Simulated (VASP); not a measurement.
# Al15N16 (a cell with a defect) in VASP: a series of runs, part 2 of 2

VASP 6.6.1.

### Step 3. Relaxation of the atoms, PBEsol, collinear spin, ferromagnetic start (atoms moved at random, drawn with an rms of 0.05 Å)

Contents of INCAR:

```
ALGO = Normal
EDIFF = 1E-5
EDIFFG = -0.03
ENCUT = 450
GGA = PS
IBRION = 2
ISIF = 2
ISMEAR = 0
ISPIN = 2
ISYM = 0
KPAR = 4
LASPH = True
LCHARG = False
LORBIT = 11
LREAL = Auto
LWAVE = False
MAGMOM = 0 0 0 0 0 0 0 0 0 0 0 0 0 0 0 0.75 0 0 0 0 0 0 0 0 0.75 0 0.75 0 0.75 0 0
NELM = 120
NSW = 60
NUPDOWN = 3
PREC = Accurate
SIGMA = 0.03
```

Contents of KPOINTS:

```
k-points
0
Gamma
  3 3 2
```

Contents of POSCAR:

```
Al15N16
1.0
    6.2200008610      0.0000000000      0.0000000000
   -3.1100004305      5.3866787572      0.0000000000
    0.0000000000      0.0000000000      9.9600000000
Al N
15 16
Direct
    0.3350680000      0.1638310000      0.5015510000
    0.3294110000      0.6659880000      0.0002440000
    0.3179370000      0.6617910000      0.4993820000
    0.8260920000      0.1592990000      0.0009240000
    0.8296910000      0.1720530000      0.5058500000
    0.8325600000      0.6585050000      0.0071480000
    0.8363550000      0.6647730000      0.4975600000
    0.1645150000      0.3258040000      0.2473100000
    0.1725560000      0.3420690000      0.7522890000
    0.1506710000      0.8212570000      0.2535680000
    0.1723610000      0.8360680000      0.7471280000
    0.6707050000      0.3300860000      0.2502060000
    0.6650290000      0.3297530000      0.7476190000
    0.6646430000      0.8295510000      0.2460340000
    0.6670360000      0.8313830000      0.7496030000
    0.3403900000      0.1703590000      0.1883650000
    0.3349910000      0.1607870000      0.6873420000
    0.3386360000      0.6687650000      0.1890490000
    0.3443840000      0.6735380000      0.6892720000
    0.8280460000      0.1663080000      0.1927580000
    0.8299700000      0.1585620000      0.6888920000
    0.8256080000      0.6612250000      0.1917870000
    0.8356640000      0.6674590000      0.6956620000
    0.1706990000      0.3363590000      0.4375730000
    0.1750380000      0.3400130000      0.9440660000
    0.1736290000      0.8315440000      0.4428070000
    0.1711830000      0.8307540000      0.9435880000
    0.6596130000      0.3292450000      0.4418470000
    0.6670880000      0.3340670000      0.9397850000
    0.6659140000      0.8312230000      0.4391780000
    0.6695900000      0.8329630000      0.9412950000
```

Potentials or basis: VASP PAW PBE potentials, release 64 (Al, N).

On the command line:

```
cat potpaw_PBE.64/Al/POTCAR potpaw_PBE.64/N/POTCAR > POTCAR
mpirun -np 4 vasp_std > vasp.out
```

Run time: 24 min. Hardware: 4 MPI ranks of Intel Xeon Platinum 8375C at 2.90GHz (Ice Lake), shared host; peak memory 0.73 GiB.

The run converged. Its results:

* Free energy: -237.0609 eV
* Energy gained by relaxing: 53.5 meV/atom
* Ionic steps: 16
* Largest force after relaxing: 0.020 eV/Å
* Net moment: 3.00 μB per cell
* Site moments: Al +0.00, -0.01, -0.00; N +0.44, +0.03, +0.00, +0.01, +0.05, +0.45, +0.02 μB
* Valence electrons inside the program's atomic spheres: Al 0.81, 0.84, 0.82, 0.83; N 3.73, 3.83, 3.85, 3.84

Forces on the atoms (eV/Å):
```
Al   0.006 -0.001 -0.019
Al   0.004  0.006  0.009
Al   0.001  0.015 -0.007
Al  -0.010  0.004  0.005
Al  -0.003 -0.008 -0.003
Al   0.000  0.002  0.003
Al  -0.007  0.001  0.006
Al  -0.006  0.007 -0.008
Al  -0.010  0.003 -0.007
Al   0.008 -0.005 -0.005
Al   0.004 -0.009 -0.005
Al   0.013  0.006  0.003
Al  -0.006 -0.002  0.000
Al  -0.005  0.005  0.004
Al  -0.014 -0.009  0.010
N    0.010  0.002  0.003
N    0.005 -0.003 -0.005
N    0.001  0.007 -0.008
N    0.005  0.000  0.003
N    0.000  0.004  0.004
N   -0.010 -0.003  0.013
N    0.004  0.011  0.002
N   -0.007 -0.007  0.005
N    0.003  0.000  0.010
N    0.005 -0.004 -0.003
N    0.014 -0.009  0.005
N   -0.005 -0.001 -0.003
N    0.001  0.003 -0.009
N   -0.004 -0.003 -0.010
N   -0.003 -0.004 -0.001
N    0.005 -0.011  0.007
```

Step by step:
```csv
step,energy change (eV),largest force (eV/Å),pressure (GPa)
1,0.0000,2.8677,-0.13
2,-1.0933,1.5607,0.37
3,-1.2409,1.1254,-0.08
4,-1.4740,0.7326,0.66
5,-1.5060,0.8574,1.11
6,-1.6140,0.3761,1.81
7,-1.6158,0.3682,1.72
8,-1.6407,0.1893,1.83
9,-1.6407,0.1890,1.83
10,-1.6508,0.1377,1.85
11,-1.6521,0.1326,1.87
12,-1.6557,0.0693,1.91
13,-1.6557,0.0613,1.90
14,-1.6569,0.0429,1.93
15,-1.6569,0.0459,1.94
16,-1.6576,0.0199,1.97
```

Final structure:
```xyz
31
Lattice="6.2200 0.0000 0.0000 -3.1100 5.3867 0.0000 0.0000 0.0000 9.9600" Properties=species:S:1:pos:R:3 pbc="T T T"
Al    1.5583    0.8897    4.9721
Al    0.0325    3.5988    0.0275
Al    0.0095    3.5859    4.9756
Al    4.6713    0.8575    0.0274
Al    4.6691    0.8833    4.9748
Al    3.0869    3.5984    0.0271
Al    3.1085    3.5862    4.9745
Al   -0.0223    1.7995    2.4840
Al    0.0023    1.7921    7.4591
Al   -1.5531    4.4492    2.4831
Al   -1.5489    4.4781    7.4595
Al    3.1357    1.7980    2.4830
Al    3.1223    1.7921    7.4575
Al    1.5581    4.4783    2.5078
Al    1.5620    4.4831    7.4549
N     1.5559    0.8861    2.1411
N     1.5615    0.8919    6.8852
N     0.0109    3.5851    1.9147
N     0.0123    3.5888    6.8550
N     4.6675    0.8779    1.9141
N     4.6726    0.8841    6.8536
N     3.1040    3.5838    1.9138
N     3.1106    3.5889    6.8542
N    -0.0007    1.7898    4.3914
N    -0.1519    1.8786    9.3227
N    -1.5518    4.4760    4.3912
N    -1.5501    4.3000    9.3236
N     3.1178    1.7892    4.3921
N     3.2747    1.8788    9.3217
N     1.5589    4.4805    4.3865
N     1.5599    4.4812    9.3655
```

Caveat: the k mesh is coarse (spacing up to 0.39 Å⁻¹), so the values aren't converged; the cutoff is under 1.25 times the usual one of these potentials, so pressure, stress and relaxed cells hold a basis-set (Pulay) error; the PAW data sets were made with another functional, which shifts forces and pressure a little; the total moment is fixed, so each spin has its own Fermi level.

### Step 4. Single point, PBEsol, collinear spin, ferromagnetic start

Contents of INCAR:

```
PREC = Accurate ; ENCUT = 450
EDIFF = 1E-5 ; ISMEAR = 0
SIGMA = 0.03 ; LREAL = Auto
LASPH = T ; NELM = 120
ALGO = Normal ; ISIF = 2
LWAVE = F ; LCHARG = F
ISPIN = 2 ; MAGMOM = 0 0 0 0 0 0 0 0 0 0 0 0 0 0 0 0.75 0 0 0 0 0 0 0 0 0.75 0 0.75 0 0.75 0 0
LORBIT = 11 ; GGA = PS
ISYM = 0 ; KPAR = 4
```

Contents of KPOINTS:

```
regular mesh
0
Gamma
  3 3 2
```

Contents of POSCAR:

```
Al15N16                                 
1.0
    6.2200008610      0.0000000000      0.0000000000
   -3.1100004305      5.3866787572      0.0000000000
    0.0000000000      0.0000000000      9.9600000000
  Al              N             
    15    16
Direct
     0.3331146716476620    0.1651624226357649    0.4992036955342257
     0.3392718262944857    0.6680966857561510    0.0027638012545474
     0.3343727958764507    0.6656886869166295    0.4995576936245865
     0.8306034543684866    0.1591889001244067    0.0027511201565806
     0.8326442102778702    0.1639747378117715    0.4994732988780932
     0.8302961987175812    0.6680228571805436    0.0027242574036790
     0.8326346164869615    0.6657497186046452    0.4994474716670167
     0.1634501233778597    0.3340587411157794    0.2494008668442960
     0.1667264940771656    0.3326975984112043    0.7489037784559052
     0.1632837058309857    0.8259591364212903    0.2493081088320908
     0.1666362419976589    0.8313232850722756    0.7489479368515667
     0.6710167381429393    0.3337822702716947    0.2492944197004784
     0.6683310930179590    0.3326920231956035    0.7487466948451159
     0.6661770558076190    0.8313660973657954    0.2517891150681876
     0.6672438709734577    0.8322507838000927    0.7484818012526707
     0.3323936178018934    0.1645015141116410    0.2149706527596212
     0.3338275325894412    0.1655774558886288    0.6912868878879729
     0.3345264892425262    0.6655565737764942    0.1922414284398009
     0.3350940241169227    0.6662311248941170    0.6882531394354927
     0.8318823210867649    0.1629714514162173    0.1921762338775482
     0.8332937263808310    0.1641334170422231    0.6881108869736201
     0.8316867050114539    0.6652998415391820    0.1921512111888124
     0.8332221473889933    0.6662635383450548    0.6881692270442415
     0.1660188582320353    0.3322719286495208    0.4409073220963176
     0.1499584505070383    0.3487466300923104    0.9360178420016527
     0.1659845585567727    0.8309375941168652    0.4408855285188899
     0.1499252923928163    0.7982595701742295    0.9361057400744924
     0.6673336804129617    0.3321602255918453    0.4409713439594812
     0.7008625128749634    0.3487818105160730    0.9359115460579177
     0.6665200854081090    0.8317748753467532    0.4404132058756510
     0.6667399011013400    0.8319005038151936    0.9403157434394418
```

On the command line:

```
cat potpaw_PBE.64/Al/POTCAR potpaw_PBE.64/N/POTCAR > POTCAR
mpirun -np 4 vasp_std > vasp.out
```

It took 3.1 min on 4 MPI ranks of Intel Xeon Platinum 8375C at 2.90GHz (Ice Lake), shared host; peak memory 0.65 GiB.

It converged, with:

- Free energy: -237.0609 eV
- Largest force: 0.020 eV/Å
- Band gap on the k mesh: 0.13 eV, indirect (least direct gap 0.15 eV)
- Net moment: 3.00 μB per cell
- Site moments: Al +0.00, -0.01, -0.00; N +0.44, +0.03, +0.00, +0.01, +0.05, +0.45, +0.02 μB
- Valence electrons inside the program's atomic spheres: Al 0.81, 0.84, 0.82, 0.83; N 3.73, 3.83, 3.85, 3.84

Forces in eV/Å, atoms in the order of the input:
```
Al   0.006 -0.001 -0.019
Al   0.004  0.006  0.009
Al   0.001  0.015 -0.007
Al  -0.010  0.004  0.005
Al  -0.003 -0.008 -0.003
Al   0.000  0.002  0.003
Al  -0.007  0.001  0.005
Al  -0.005  0.006 -0.009
Al  -0.010  0.003 -0.006
Al   0.008 -0.003 -0.005
Al   0.004 -0.009 -0.004
Al   0.011  0.005  0.003
Al  -0.006 -0.002  0.001
Al  -0.005  0.005  0.003
Al  -0.014 -0.009  0.010
N    0.010  0.002  0.006
N    0.005 -0.003 -0.005
N    0.001  0.007 -0.008
N    0.005  0.000  0.003
N    0.000  0.004  0.003
N   -0.010 -0.004  0.013
N    0.004  0.011  0.002
N   -0.007 -0.007  0.005
N    0.003  0.000  0.010
N    0.005 -0.004 -0.003
N    0.014 -0.009  0.005
N   -0.005 -0.001 -0.003
N    0.002  0.003 -0.009
N   -0.004 -0.002 -0.011
N   -0.003 -0.004 -0.001
N    0.004 -0.011  0.007
```

Levels at points of the mesh, in eV from the valence-band top:
Spin up:
| k point | band 60 | band 61 | band 62 | band 63 | band 64 | band 65 | band 66 | band 67 | band 68 | band 69 |
| --- | --- | --- | --- | --- | --- | --- | --- | --- | --- | --- |
| (0.00, 0.00, 0.00) | -0.52 | -0.52 | -0.22 | 0.00 | 0.00 | 4.11 | 4.94 | 5.15 | 5.16 | 5.25 |
| (0.00, 0.00, 0.50) | -0.77 | -0.55 | -0.54 | 0.00 | 0.00 | 4.65 | 4.85 | 4.86 | 4.97 | 5.19 |
Spin down:
```csv
k point,band 58,band 59,band 60,band 61,band 62,band 63,band 64,band 65
"(0.00, 0.00, 0.00)",-0.69,-0.51,-0.45,-0.45,0.39,1.56,1.56,4.19
"(0.00, 0.00, 0.50)",-0.63,-0.63,-0.49,-0.49,0.15,1.56,1.57,4.67
```

Caveat: the cutoff is under 1.25 times the usual one of these potentials, so pressure, stress and relaxed cells hold a basis-set (Pulay) error; the PAW data sets were made with another functional, which shifts forces and pressure a little.

### Step 5. Single point, LDA, collinear spin, ferromagnetic start

Changes to INCAR since step 4:

```diff
@@ -7,3 +7,4 @@
 ISPIN = 2 ; MAGMOM = 0 0 0 0 0 0 0 0 0 0 0 0 0 0 0 0.75 0 0 0 0 0 0 0 0 0.75 0 0.75 0 0.75 0 0
-LORBIT = 11 ; GGA = PS
-ISYM = 0 ; KPAR = 4
+LORBIT = 11 ; NUPDOWN = 3
+GGA = CA ; ISYM = 0
+KPAR = 4
```

KPOINTS is that of step 4.

POSCAR is that of step 4.

Potentials or basis: VASP PAW LDA potentials, release 64 (Al, N).

On the command line:

```
cat potpaw_LDA.64/Al/POTCAR potpaw_LDA.64/N/POTCAR > POTCAR
mpirun -np 4 vasp_std > vasp.out
```

It took 3 min on 4 MPI ranks of Intel Xeon Platinum 8375C at 2.90GHz (Ice Lake), shared host; peak memory 0.49 GiB.

The run converged. Its results:

| Quantity | Value |
| --- | --- |
| Free energy | -248.5834 eV |
| Largest force | 0.176 eV/Å |
| Net moment | 3.00 μB per cell |
| Site moments | Al +0.00, -0.01, -0.00; N +0.42, +0.03, +0.00, +0.02, +0.05, +0.44 μB |
| Valence electrons inside the program's atomic spheres | Al 0.82, 0.85, 0.83, 0.84; N 3.72, 3.81, 3.84, 3.83, 3.82, 3.71 |

Forces on the atoms (eV/Å):
```
Al   0.007  0.002 -0.075
Al  -0.035 -0.012  0.012
Al  -0.007  0.013 -0.010
Al  -0.014  0.040  0.010
Al  -0.002  0.000 -0.006
Al   0.041 -0.019  0.006
Al   0.000 -0.002  0.005
Al   0.091 -0.051 -0.041
Al  -0.008  0.001  0.029
Al   0.009  0.106 -0.032
Al   0.003 -0.008  0.036
Al  -0.079 -0.051 -0.029
Al  -0.008 -0.003  0.040
Al  -0.006  0.003  0.008
Al  -0.012 -0.011  0.017
N    0.010  0.002  0.163
N    0.004 -0.004 -0.029
N   -0.009  0.002 -0.001
N    0.005  0.000 -0.004
N    0.002  0.016  0.010
N   -0.011 -0.005  0.005
N    0.015  0.006  0.009
N   -0.009 -0.005 -0.004
N   -0.016  0.013  0.048
N   -0.130  0.075 -0.082
N    0.014 -0.031  0.046
N   -0.005 -0.155 -0.083
N    0.019  0.014  0.032
N    0.129  0.075 -0.089
N   -0.003 -0.003  0.011
N    0.004 -0.010 -0.001
```

Caveat: the k mesh is coarse (spacing up to 0.39 Å⁻¹), so the values aren't converged; the cutoff is under 1.25 times the usual one of these potentials, so pressure, stress and relaxed cells hold a basis-set (Pulay) error; the total moment is fixed, so each spin has its own Fermi level.

### Step 6. Single point, PBEsol, collinear spin, ferromagnetic start

Changes to INCAR since step 5:

```diff
@@ -8,3 +8,3 @@
 LORBIT = 11 ; NUPDOWN = 3
-GGA = CA ; ISYM = 0
+GGA = PS ; ISYM = 0
 KPAR = 4
```

Contents of KPOINTS:

```
regular mesh
0
Gamma
  4 4 2
```

POSCAR is that of step 5.

Potentials or basis: VASP PAW PBE potentials, release 64 (Al, N).

On the command line:

```
cat potpaw_PBE.64/Al/POTCAR potpaw_PBE.64/N/POTCAR > POTCAR
mpirun -np 4 vasp_std > vasp.out
```

It took 5.1 min on 4 MPI ranks of Intel Xeon Platinum 8375C at 2.90GHz (Ice Lake), shared host; peak memory 0.84 GiB.

Results (log left out):

| Quantity | Value |
| --- | --- |
| Free energy | -237.0657 eV |
| Largest force | 0.023 eV/Å |
| Net moment | 3.00 μB per cell |
| Site moments | Al +0.00, -0.01, -0.00; N +0.44, +0.03, +0.00, +0.01, +0.05, +0.45, +0.02 μB |
| Valence electrons inside the program's atomic spheres | Al 0.81, 0.84, 0.82, 0.83; N 3.73, 3.83, 3.85, 3.84 |

Forces on the atoms (eV/Å):
```
Al   0.006 -0.001 -0.022
Al   0.005  0.007  0.009
Al   0.002  0.016 -0.005
Al  -0.010  0.003  0.005
Al  -0.003 -0.009 -0.001
Al  -0.001  0.003  0.003
Al  -0.007  0.001  0.007
Al  -0.003  0.005 -0.009
Al  -0.011  0.004 -0.002
Al   0.008 -0.002 -0.006
Al   0.004 -0.011  0.000
Al   0.010  0.004  0.002
Al  -0.004 -0.001  0.005
Al  -0.005  0.005  0.004
Al  -0.014 -0.009  0.016
N    0.010  0.002  0.002
N    0.005 -0.003 -0.005
N    0.001  0.007 -0.009
N    0.005  0.000  0.000
N    0.000  0.005  0.002
N   -0.010 -0.004  0.009
N    0.005  0.011  0.001
N   -0.007 -0.007  0.002
N    0.003  0.000  0.009
N    0.007 -0.005 -0.003
N    0.014 -0.009  0.004
N   -0.005  0.002 -0.003
N    0.002  0.003 -0.009
N   -0.007 -0.004 -0.010
N   -0.003 -0.004 -0.002
N    0.004 -0.011  0.006
```

Caveat: the cutoff is under 1.25 times the usual one of these potentials, so pressure, stress and relaxed cells hold a basis-set (Pulay) error; the PAW data sets were made with another functional, which shifts forces and pressure a little; the total moment is fixed, so each spin has its own Fermi level.

### Step 7. Summary

| task | level | potentials or basis | fixed moment (μB) | cell | k mesh | mesh quality | gap on the mesh (eV) | moment (μB) | largest force (eV/Å) |
| --- | --- | --- | --- | --- | --- | --- | --- | --- | --- |
| relaxation of the atoms | PBEsol | VASP PAW PBE potentials, release 64 (Al, N) | - | atoms relaxed | 3 × 3 × 2 | not flagged | 0.13 | 3.00 | 0.02 |
| relaxation of the atoms | PBEsol | VASP PAW PBE potentials, release 64 (Al, N) | 3 | atoms relaxed from: atoms moved at random, drawn with an rms of 0.05 Å | 3 × 3 × 2 | coarse | - | 3.00 | 0.02 |
| single point | PBEsol | VASP PAW PBE potentials, release 64 (Al, N) | - | P1, 10.76 Å³/atom | 3 × 3 × 2 | not flagged | 0.13 | 3.00 | 0.02 |
| single point | LDA | VASP PAW LDA potentials, release 64 (Al, N) | 3 | P1, 10.76 Å³/atom | 3 × 3 × 2 | coarse | - | 3.00 | 0.18 |
| single point | PBEsol | VASP PAW PBE potentials, release 64 (Al, N) | 3 | P1, 10.76 Å³/atom | 4 × 4 × 2 | not flagged | - | 3.00 | 0.02 |

Alike in all rows: spin collinear, ferromagnetic start; cutoff (eV) 450; smearing gaussian 0.03 eV.

Caveats: some runs use coarse meshes; the cutoff is under 1.25 times the usual one of these potentials, so pressure, stress and relaxed cells hold a basis-set (Pulay) error; the PAW data sets were made with another functional, which shifts forces and pressure a little (some runs); the total moment is fixed, so each spin has its own Fermi level (some runs).

Absolute energies hang on the potentials; compare differences alone.
